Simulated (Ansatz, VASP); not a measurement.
# BaS: VASP beside Ansatz

File INCAR:

```
SYSTEM = BaS
PREC = Accurate
ENCUT = 600
EDIFF = 1E-6
ISMEAR = 0
SIGMA = 0.1
LREAL = .False.
LASPH = .True.
NELM = 100
ALGO = Normal
ISIF = 3
LWAVE = .False.
LCHARG = .False.
GGA = PE
IBRION = 2
NSW = 90
EDIFFG = -0.04
```

The input KPOINTS:

```
regular mesh
0
Gamma
  4 4 4
  0 0 0
```

File POSCAR:

```
BaS
1.0
    0.0000000000      3.2868155677      3.2868155677
    3.2868155677      0.0000000000      3.2868155677
    3.2868155677      3.2868155677      0.0000000000
Ba S
1 1
Direct
    0.0000000000      0.0000000000      0.0000000000
    0.7500000000      0.7500000000      0.7500000000
```

Input for Ansatz:

```yaml
crystal:
  lattice:
    - [0.0, 3.2868155677, 3.2868155677]
    - [3.2868155677, 0.0, 3.2868155677]
    - [3.2868155677, 3.2868155677, 0.0]
  atoms:
    - { symbol: Ba, position: [0.0, 0.0, 0.0] }
    - { symbol: S, position: [0.75, 0.75, 0.75] }
basis:
  ecutwfc: 420
kpoints:
  mp_grid: { grid: [4, 4, 4] }
hamiltonian:
  xc: pbe
scf:
  occupations: { method: gaussian, width: 0.1 }
  lower_state_search: "off"
output:
  forces: true
  stress: true
  eigenvalues: true
relax:
  adjacent_minimum: "off"
  f_tol: 0.04
  max_steps: 70
  cell: { stress_tol: 0.4 }
```

Alike in both runs: task relaxation of cell and atoms; functional PBE; k mesh 4 × 4 × 4; occupations gaussian, width 0.1 eV; no spin polarisation.

```csv
,VASP,Ansatz
version,VASP 6.6.1,Ansatz 0.2.0
potentials or method,"VASP PAW PBE potentials, release 64 (Ba_sv, S)","scalar-relativistic, plane waves, PAW"
plane-wave cutoff (eV),600,420
valence electrons in the cell,16,16
```

```tsv
	VASP	Ansatz	Ansatz less VASP
gap on the k mesh at the Fermi level, each at its own relaxed structure (eV)	2.75	2.75	+0.003
relaxed volume (Å³/atom)	44.07	43.52	-0.546
relaxed cell length with the largest relative difference (Å)	4.995	4.975	-0.0207
energy change over the relaxation (meV/atom)	-210	-178	+32.5
```

Caveats: the volume moved by over 15 % at a fixed basis, so the end points are rough (VASP); spin-orbit coupling is left out, which moves the levels of the heavy elements. A k mesh can miss the band edges. As with any semilocal functional, this PBE gap is likely too small.
